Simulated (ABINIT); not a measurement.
A run of ABINIT 10.8.3 (patched build) is set up as follows.

run.abi

```
# Pseudopotentials
pp_dirpath "./"
pseudos "Fe.GGA_PBE-JTH.xml, O.GGA_PBE-JTH.xml"

# Structure
acell 5.8165493714 5.8165493714 5.8165493714
rprim
    -0.5205039071     0.5205039071     0.6768687948
     0.5205039071    -0.5205039071     0.6768687948
     0.5205039071     0.5205039071    -0.6768687948
ntypat 2
znucl 26 8
natom 2
typat 1 2
xred
     0.0000000000     0.0000000000     0.0000000000
     0.5000000000     0.5000000000     0.0000000000

# Plane-wave basis
ecut 31.0
pawecutdg 53.0
pawxcdev 0

# k points
kptopt 1
ngkpt 10 10 10
nshiftk 1
shiftk 0.0 0.0 0.0

# Exchange and correlation
ixc -109134

# Bands and occupations
nband 16
occopt 3
tsmear 0.05 eV

# Spin
nsppol 2
spinat
     0.0000000000     0.0000000000     3.0000000000
     0.0000000000     0.0000000000     0.0000000000

# SCF cycle
nstep 100
tolvrs 1.0e-9

# Output
iomode 3
prtwf 0
prtden 0
prteig 0
prtebands 0
enunit 2
```

Potentials or basis: JTH PAW PBE v2.0.

Launch:

```bash
$ abinit run.abi > log 2>&1
```

What does it give for the net moment?

4.00 μB per cell.

What does it give for the pressure?

-10.1 GPa.

Estimate the site moments.

Fe +3.58; O +0.28 μB.

Estimate the band gap on the k mesh.

none (metal or under the smearing width).

Stress tensor (GPa, compression positive):
```
-11.61   0.00   0.00
  0.00 -11.61   0.00
  0.00   0.00  -7.08
```

Caveat: the PAW data sets were made with another functional, which shifts forces and pressure a little; a cell with one magnetic atom can't hold antiferromagnetic order, which such compounds often take; semilocal functionals often make such compounds metallic where correlation or magnetic order opens a gap, which also shifts bond lengths. With open d or f shells a metallic result of PW91 can be an artefact of self-interaction; +U or a hybrid may open a gap.
